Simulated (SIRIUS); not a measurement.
A run of SIRIUS 7.12.0 is set up as follows.

sirius.json

```json
{
  "control": {
    "processing_unit": "cpu",
    "std_evp_solver_name": "lapack",
    "gen_evp_solver_name": "lapack",
    "verbosity": 2,
    "print_forces": true,
    "ortho_rf": true,
    "use_second_variation": true,
    "rmt_max": 3.0,
    "num_bands_to_print": 14,
    "save_wf": true
  },
  "parameters": {
    "electronic_structure_method": "full_potential_lapwlo",
    "xc_functionals": ["XC_GGA_X_PBE", "XC_GGA_C_PBE"],
    "core_relativity": "dirac",
    "valence_relativity": "iora",
    "num_fv_states": 14,
    "smearing": "fermi_dirac",
    "smearing_width": 0.0003674932,
    "pw_cutoff": 20,
    "gk_cutoff": 3.46,
    "lmax_apw": 10,
    "lmax_rho": 8,
    "lmax_pot": 8,
    "num_mag_dims": 0,
    "auto_rmt": 0,
    "ngridk": [10, 10, 10],
    "shiftk": [0, 0, 0],
    "num_dft_iter": 80,
    "energy_tol": 1e-07,
    "density_tol": 1e-05,
    "use_symmetry": true
  },
  "settings": {"tol_ne": 1e-10},
  "iterative_solver": {"type": "exact"},
  "mixer": {"type": "anderson", "beta": 0.5, "max_history": 8},
  "unit_cell": {
    "lattice_vectors": [
      [-3.4204042856, 3.4204042856, 3.4204042856],
      [3.4204042856, -3.4204042856, 3.4204042856],
      [3.4204042856, 3.4204042856, -3.4204042856]
    ],
    "atom_types": ["Zr"],
    "atom_files": {"Zr": "Zr.json"},
    "atoms": {"Zr": [[0.0, 0.0, 0.0]]}
  }
}
```

Zr.json

```json
{
  "name": "zirconium",
  "symbol": "Zr",
  "number": 40,
  "mass": 91.224,
  "rmin": 1e-06,
  "rmt": 2.54,
  "nrmt": 800,
  "rinf": 17.42,
  "core": "1s2s2p3s3p3d",
  "valence": [
    {"basis": [{"enu": 0.1, "dme": 0, "n": 0, "auto": 0}, {"enu": 0.1, "dme": 1, "n": 0, "auto": 0}]},
    {"l": 0, "n": 1, "basis": [{"enu": 0.2, "dme": 0, "n": 0, "auto": 0}]},
    {"l": 1, "n": 2, "basis": [{"enu": 0.2, "dme": 0, "n": 0, "auto": 0}]},
    {"l": 2, "n": 3, "basis": [{"enu": 0.2, "dme": 0, "n": 0, "auto": 0}]},
    {"l": 3, "n": 4, "basis": [{"enu": 0.2, "dme": 0, "n": 0, "auto": 0}]}
  ],
  "lo": [
    {"l": 0, "basis": [{"enu": 0.2, "dme": 0, "n": 0, "auto": 0}, {"enu": 0.2, "dme": 1, "n": 0, "auto": 0}]},
    {
      "l": 0,
      "basis": [{"enu": -1.6612, "dme": 0, "n": 4, "auto": 1}, {"enu": -1.6612, "dme": 1, "n": 4, "auto": 1}]
    },
    {"l": 0, "basis": [{"enu": -1.6612, "dme": 1, "n": 4, "auto": 1}, {"enu": 0.2, "dme": 0, "n": 0, "auto": 0}]},
    {"l": 0, "basis": [{"enu": 0.2, "dme": 0, "n": 0, "auto": 0}, {"enu": 2.68, "dme": 0, "n": 0, "auto": 0}]},
    {"l": 1, "basis": [{"enu": 0.2, "dme": 0, "n": 0, "auto": 0}, {"enu": 0.2, "dme": 1, "n": 0, "auto": 0}]},
    {
      "l": 1,
      "basis": [{"enu": -0.8559, "dme": 0, "n": 4, "auto": 1}, {"enu": -0.8559, "dme": 1, "n": 4, "auto": 1}]
    },
    {"l": 1, "basis": [{"enu": -0.8559, "dme": 1, "n": 4, "auto": 1}, {"enu": 0.2, "dme": 0, "n": 0, "auto": 0}]},
    {"l": 1, "basis": [{"enu": 0.2, "dme": 0, "n": 0, "auto": 0}, {"enu": 3.052, "dme": 0, "n": 0, "auto": 0}]},
    {"l": 2, "basis": [{"enu": 0.2, "dme": 0, "n": 0, "auto": 0}, {"enu": 0.2, "dme": 1, "n": 0, "auto": 0}]},
    {"l": 2, "basis": [{"enu": 0.2, "dme": 1, "n": 0, "auto": 0}, {"enu": 0.2, "dme": 2, "n": 0, "auto": 0}]},
    {"l": 2, "basis": [{"enu": 0.2, "dme": 0, "n": 0, "auto": 0}, {"enu": 2.618, "dme": 0, "n": 0, "auto": 0}]},
    {"l": 3, "basis": [{"enu": 0.2, "dme": 0, "n": 0, "auto": 0}, {"enu": 0.2, "dme": 1, "n": 0, "auto": 0}]},
    {"l": 3, "basis": [{"enu": 0.2, "dme": 0, "n": 0, "auto": 0}, {"enu": 2.897, "dme": 0, "n": 0, "auto": 0}]}
  ],
  "free_atom": [... radial grid and density of the free atom, the start of the SCF ...]
}
```

Contents of sirius_start.json:

```json
{
  "control": {
    "processing_unit": "cpu",
    "std_evp_solver_name": "lapack",
    "gen_evp_solver_name": "lapack",
    "verbosity": 1,
    "print_forces": false,
    "ortho_rf": true,
    "use_second_variation": true,
    "rmt_max": 3.0,
    "num_bands_to_print": 14,
    "save_wf": false
  },
  "parameters": {
    "electronic_structure_method": "full_potential_lapwlo",
    "xc_functionals": ["XC_LDA_X", "XC_LDA_C_PW"],
    "core_relativity": "dirac",
    "valence_relativity": "iora",
    "num_fv_states": 14,
    "smearing": "fermi_dirac",
    "smearing_width": 0.0055123983,
    "pw_cutoff": 20,
    "gk_cutoff": 2.77,
    "lmax_apw": 10,
    "lmax_rho": 8,
    "lmax_pot": 8,
    "num_mag_dims": 0,
    "auto_rmt": 0,
    "ngridk": [4, 4, 4],
    "shiftk": [0, 0, 0],
    "num_dft_iter": 30,
    "energy_tol": 0.01,
    "density_tol": 0.05,
    "use_symmetry": true
  },
  "settings": {"tol_ne": 1e-10},
  "iterative_solver": {"type": "exact"},
  "mixer": {"type": "anderson", "beta": 0.5, "max_history": 8},
  "unit_cell": {
    "lattice_vectors": [
      [-3.4204042856, 3.4204042856, 3.4204042856],
      [3.4204042856, -3.4204042856, 3.4204042856],
      [3.4204042856, 3.4204042856, -3.4204042856]
    ],
    "atom_types": ["Zr"],
    "atom_files": {"Zr": "Zr.json"},
    "atoms": {"Zr": [[0.0, 0.0, 0.0]]}
  }
}
```

Potentials or basis: all-electron FP-LAPW, apw+lo standard.

The run is started by

```console
$ OMP_NUM_THREADS=1 sirius.scf --input=sirius_start.json --output=start.json
$ OMP_NUM_THREADS=1 sirius.scf --input=sirius.json --output=output.json --task=1
```

(1) What does it give for the band gap on the k mesh?

Results:

(1) none (metal or under the smearing width).
